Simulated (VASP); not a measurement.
A run of VASP 6.6.1 is set up as follows.

The input INCAR:

```
PREC = Accurate
ENCUT = 520
EDIFF = 1E-6
ISMEAR = 0
SIGMA = 0.1
LREAL = F
LASPH = T
NELM = 100
ALGO = Fast
ISIF = 2
LWAVE = F
LCHARG = T
GGA = PS
LELF = T
LVHAR = T
NBANDS = 14
ISYM = 0
```

File KPOINTS:

```
regular mesh
0
Gamma
  15 15 16
```

File POSCAR:

```
Rh
1.0
    2.7439667421      0.0000000000      0.0000000000
   -1.3719833710      2.3763449058      0.0000000000
    1.3719833710      0.7921149686      2.1146913699
Rh
1
Direct
    0.0000000000      0.0000000000      0.0000000000
```

Potentials or basis: VASP PAW PBE potentials, release 64 (Rh_pv).

Command:

```sh
$ cat potpaw_PBE.64/Rh_pv/POTCAR > POTCAR
$ mpirun -np 1 vasp_std > vasp.out
```

(1) Predict the band gap on the k mesh.

(2) Predict the pressure.

Results:

(1) none (metal or under the smearing width).

(2) -4.8 GPa.

Caveat: the PAW data sets were made with another functional, which shifts forces and pressure a little.
